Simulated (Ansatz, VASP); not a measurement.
# Two plane-wave programs on Be

```xyz
1
Lattice="2.0807 0.0000 0.0000 0.0000 2.0807 0.0000 0.0000 0.0000 2.0807" Properties=species:S:1:pos:R:3 pbc="T T T"
Be    0.0000    0.0000    0.0000
```

Alike in both runs: task single point; functional r2SCAN; k mesh 16 × 16 × 16; occupations fermi-dirac, width 0.1 eV; no spin polarisation.

|  | VASP | Ansatz |
| --- | --- | --- |
| version | VASP 6.6.1 | Ansatz 0.2.0 |
| potentials or method | VASP PAW PBE potentials, release 64 (Be) | plane waves (500 eV) with PAW, scalar-relativistic |
| plane-wave cutoff (eV) | 520 | 500 |
| valence electrons in the cell | 2 | 2 |

```tsv
	VASP	Ansatz	Ansatz less VASP
pressure (GPa)	12.5	12.4	-0.11
```

Caveats: the PAW data sets were made with another functional, which shifts forces and pressure a little (VASP).
